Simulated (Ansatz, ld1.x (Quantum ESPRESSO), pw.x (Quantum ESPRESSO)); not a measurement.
Equation-of-state test of one PAW potential (ruthenium)

- Element: Ru (Z = 44)
- Generator: ld1.x (Quantum ESPRESSO) 7.5
- Type: PAW
- Functional: PBE
- Relativity: scalar-relativistic
- Frozen core: [Ar] 3d10
- Valence charge: 16
- Reference configuration: 4s2 4p6 4d7 5s1 5p0
- Partial waves: 4s (bound): rcut 1.50, rcutus 1.85 bohr; 5s (bound): rcut 1.50, rcutus 1.85 bohr; 4p (bound): rcut 1.50, rcutus 1.70 bohr; 5p (bound, empty): rcut 1.50, rcutus 1.70 bohr; 4d (bound): rcut 1.25, rcutus 1.60 bohr; 4d channel at 6.75 Ry: rcut 1.25, rcutus 1.60 bohr
- Local potential: all-electron potential smoothed inside 1.80 bohr (lloc = -1)
- Core correction: Bessel-smoothed model core, default radius (core density twice the valence density)
- Augmentation charge: BESSEL, radius 1.20 bohr

Crystal test: sc Ru in pw.x 7.5, no spin, 13³ k-points, Fermi–Dirac smearing 0.01 Ry, cutoffs 85/680 Ry. The reference is all-electron LAPW (Ansatz 0.2.0) with the same functional, mesh and smearing; V0 and B0 come from Birch–Murnaghan fits to the pressures at five volumes. Errors are pseudo minus all-electron; Δ is the rms difference of the E(V) curves that follow from these fits, minima aligned, over ±6 % about the mean V0. Mesh and smearing are coarse, so the numbers serve the comparison and aren't converged zero-temperature values; the lattice is a test structure that the element need not adopt.

All-electron: a0 = 2.513 Å (V0 = 15.88 Å³/atom), B0 = 217.0 GPa.

How far does the potential miss the all-electron equation of state?

mean pressure error (GPa): +1.52; a0 (Å): 2.519; a0 error (%): +0.23; B0 error (%): -0.7; Δ (meV/atom): 5.2.

```
V (Å³/atom)  P all-electron (GPa)  P pseudo (GPa)
     15.074                 12.76           14.57
     15.470                  5.99            7.63
     15.867                  0.13            1.63
     16.264                 -4.94           -3.56
     16.660                 -9.32           -8.07
```

At the middle volume, how do free energy and pressure move when the wave cutoff is lowered (ecutrho held at 680 Ry)?

| cutoff (Ry) | shift of F (meV/atom) | shift of P (GPa) |
| --- | --- | --- |
| 38 | +212.4 | -10.96 |
| 51 | +49.8 | -0.29 |
| 68 | +8.8 | -0.71 |

The run at the middle volume (84 k-points, 9 iterations) took about 32 s on one core of a shared host (Neoverse-V1, 32 threads, 247 GiB, load 26).
